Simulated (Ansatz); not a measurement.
# SnSe: the cost of one run

Method: DFT PBEsol, scalar-relativistic, plane waves, PAW, in Ansatz 0.2.0.

That is the level of the relaxation; later steps name their own.

1 further run of the same task is left out (set aside as unsound or not needed).

## 1. The system as given

Symmetry: Fm-3m, No. 225, cubic system. The conventional cell has a = 5.946 Å, b = 5.946 Å, c = 5.946 Å, α = 90.00°, β = 90.00°, γ = 90.00°. Sn (site symmetry m-3m) has 6 Se at 2.97 Å as nearest neighbours. Around Se (site symmetry m-3m) lie 6 Sn at 2.97 Å.

Structure file:

```xyz
2
Lattice="0.0000 2.9728 2.9728 2.9728 0.0000 2.9728 2.9728 2.9728 0.0000" Properties=species:S:1:pos:R:3 pbc="T T T"
Sn    0.0000    0.0000    0.0000
Se    2.9728    2.9728    2.9728
```

This cell was relaxed beforehand with the same method: volume 26.27 Å³/atom, gap on the mesh 0.75 eV.

## 2. Band edges over the whole zone

input.yaml reads:

```yaml
crystal:
  lattice:
    - [0.0, 2.9727546591, 2.9727546591]
    - [2.9727546591, 0.0, 2.9727546591]
    - [2.9727546591, 2.9727546591, 0.0]
  atoms:
    - { symbol: Sn, position: [0.0, 0.0, 0.0] }
    - { symbol: Se, position: [0.5, 0.5, 0.5] }
basis:
  ecutwfc: 420
kpoints:
  mp_grid: { grid: [8, 8, 8] }
  band_path: { path: [VBM, CBM], npoints: 2 }
hamiltonian:
  xc: pbesol
scf:
  occupations: { method: gaussian, width: 0.02 }
output:
  forces: true
  stress: true
  eigenvalues: true
```

Run with:

```
ansatz run input.yaml --threads 2 --pin off --max-ram 5120MiB --backend cpu --events-out ev --progress --plain --runs-dir out
```

**Question.** How long does this run take on 2 threads of Intel Xeon 6975P-C (Granite Rapids), shared host, and how much memory does it need?

About 3.8 s, with a peak of 0.4 GiB.
